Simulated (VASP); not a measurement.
Set up this calculation in VASP 6.6.1, as the native input.

| Property | Result |
| --- | --- |
| Task | relaxation of cell and atoms |
| Functional | PBE |
| Potentials or basis | VASP PAW PBE potentials, release 64 (Na_pv) |
| Cutoff | 600 eV |
| k mesh | 6 × 6 × 4 |
| Occupations | gaussian, width 0.05 eV |
| Spin | no spin polarisation |
| Dipole correction | no |
| Further INCAR settings | ALGO = Fast; EDIFF = 1e-07; IBRION = 2; EDIFFG = -0.03; NSW = 80; ISIF = 3 |

The structure of Na lies in POSCAR:

```
Na
1.0
    3.7682404875      0.0000000000      0.0000000000
   -1.8841202437      3.2633919897      0.0000000000
    0.0000000000      0.0000000000      6.1547927962
Na
2
Direct
    0.3333333333      0.6666666667      0.7500000000
    0.6666666667      0.3333333333      0.2500000000
```

The cell was built by a generator and needn't be a form met in nature.

One way to write it, as run:

INCAR

```
SYSTEM = Na
PREC = Accurate
ENCUT = 600
EDIFF = 1E-7
ISMEAR = 0
SIGMA = 0.05
LREAL = .False.
LASPH = .True.
NELM = 100
ALGO = Fast
ISIF = 3
LWAVE = .False.
LCHARG = .False.
GGA = PE
IBRION = 2
NSW = 80
EDIFFG = -0.03
```

KPOINTS

```
Automatic mesh
0
Gamma
  6 6 4
  0 0 0
```

Potentials or basis: VASP PAW PBE potentials, release 64 (Na_pv).

Run with:

```sh
$ cat potpaw_PBE.64/Na_pv/POTCAR > POTCAR
$ mpirun -np 1 vasp_std > vasp.out
```

Results of the run:

| Quantity | Value |
| --- | --- |
| Relaxed volume | 36.94 Å³/atom |
| Relaxed cell | a = 3.782 Å, b = 3.782 Å, c = 5.964 Å, α = 90.00°, β = 90.00°, γ = 120.00° |
| Space group after relaxing (to 0.05 Å) | P6_3/mmc (No. 194) |
| Energy gained by relaxing | 2.7 meV/atom |
| Ionic steps | 3 |
| Pressure after relaxing | 0.0 GPa |
| Band gap on the k mesh | none (metal or under the smearing width) |

Wall time 68 s on 1 thread of Intel(R) Xeon(R) Platinum 8175M CPU @ 2.50GHz (Skylake/Cascade Lake) (shared host), peak memory 0.2 GiB.
